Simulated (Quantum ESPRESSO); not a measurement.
**Pd under changes of volume**

One of the cells (15.531 Å³/atom); the others are scaled copies at fixed shape and fractional positions:

```
Pd
1.0
     2.78367    0.00000    0.00000
    -1.39183    2.41072    0.00000
     0.00000    0.00000    4.62889
Pd
2
Cartesian
  0.0000 1.6071 1.1572
  1.3918 0.8036 3.4717
```

This isn't the form of Pd at room conditions, which is fcc.

| Quantity | Value |
| --- | --- |
| Program | Quantum ESPRESSO 7.5 |
| Functional | PBE |
| Potentials or basis | SSSP 1.3 efficiency PBE |
| Cutoff | 816 eV |
| Density cutoff | 3265 eV |
| k mesh | 11 × 11 × 6 |
| Occupations | fermi-dirac, width 0.05 eV |
| Spin | no spin polarisation |

| volume (Å³/atom) | energy over the lowest point (meV/atom) | pressure (GPa) |
| --- | --- | --- |
| 14.600 | 22.30 | 10.0 |
| 14.910 | 7.21 | 5.6 |
| 15.221 | ? | ? |
| 15.531 | 0.00 | -1.6 |
| 15.842 | 5.99 | -4.5 |
| 16.153 | 17.32 | -7.1 |
| 16.463 | 33.31 | -9.4 |

Q: What does the run at 15.221 Å³/atom give?

A: Energy over the lowest point 0.11 meV/atom; pressure 1.8 GPa.

Worked out: A Birch-Murnaghan fit of order 3 (a polynomial in V^(-2/3)) to the other rows has its minimum at 15.38 Å³/atom with B0 = V·E''(V) = 166 GPa and B' = 5.7 at fixed shape and positions, which overstates the stiffness. It gives 0.10 meV/atom at 15.221 Å³/atom, against the run's 0.11, and -dE/dV = 1.8 GPa, against 1.8.

Energies are extrapolated to zero smearing.
